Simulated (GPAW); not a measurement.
Wanted: an ASE script for a GPAW 26.7.0 run.

| Quantity | Value |
| --- | --- |
| Task | relaxation of cell and atoms |
| Functional | PBEsol |
| Potentials or basis | PAW data sets generated in the run's folder for this functional |
| Cutoff | 800 eV |
| Basis | pw |
| k mesh | 8 × 8 × 8 |
| Occupations | fermi-dirac, width 0.05 eV |
| Spin | no spin polarisation |
| Maxiter | 150 |
| Optimizer | BFGS |
| Fmax | 0.02 eV/Å |
| Max steps | 60 |
| Convergence | density=1e-05 forces=0.0001 |

Crystal: MgS.

```xyz
2
Lattice="0.0000 2.8331 2.8331 2.8331 0.0000 2.8331 2.8331 2.8331 0.0000" Properties=species:S:1:pos:R:3 pbc="T T T"
S     1.4166    1.4166    1.4166
Mg    0.0000    0.0000    0.0000
```

The cell comes from a database or a generator and needn't be the stable form of this composition.

These files were run (other wordings do the same):

run.py

```python
from ase import Atoms
from ase.filters import FrechetCellFilter
from ase.io import write
from ase.optimize import BFGS
from gpaw import GPAW, PW, setup_paths

setup_paths.insert(0, '.')

atoms = Atoms(['S', 'Mg'],
              cell=[[0.0, 2.8331200468, 2.8331200468],
                    [2.8331200468, 0.0, 2.8331200468],
                    [2.8331200468, 2.8331200468, 0.0]],
              scaled_positions=[[0.25, 0.25, 0.25],
                                [0.0, 0.0, 0.0]],
              pbc=True)

calc = GPAW(mode=PW(800),
            xc='PBEsol',
            kpts={'size': (8, 8, 8), 'gamma': True},
            occupations={'name': 'fermi-dirac', 'width': 0.05},
            nbands=16,
            convergence={'density': 1e-05, 'forces': 0.0001},
            maxiter=150,
            txt='gpaw.txt')
atoms.calc = calc
opt = BFGS(FrechetCellFilter(atoms), trajectory='relax.traj', logfile='-')
done = opt.run(fmax=0.02, steps=60)
calc.write('gs.gpw')
write('result.traj', atoms)
print('Converged:', done)
print('Cell:', atoms.cell.cellpar().round(4))
print('Volume:', round(atoms.get_volume(), 4))
print(atoms.get_scaled_positions().round(5))
```

Potentials or basis: PAW data sets generated in the run's folder for this functional, pw.

The run is started by

```sh
$ gpaw-setup -f PBEsol Mg S
$ OMP_NUM_THREADS=1 python run.py
```

It gave:

The relaxed volume is 22.59 Å³/atom. The relaxed cell is a = 3.998 Å, b = 3.998 Å, c = 3.998 Å, α = 60.00°, β = 60.00°, γ = 60.00°. The space group after relaxing (to 0.05 Å) is F-43m (No. 216). The energy gained by relaxing is 0.1 meV/atom. The ionic steps are 3. The pressure after relaxing is 0.0 GPa and the band gap on the k mesh is 3.31 eV, direct.

Caveat: later steps reuse the first step's grids.

Run time: 56 s on 1 thread of Arm Neoverse V1, with other jobs on the host, peak memory 0.21 GiB.
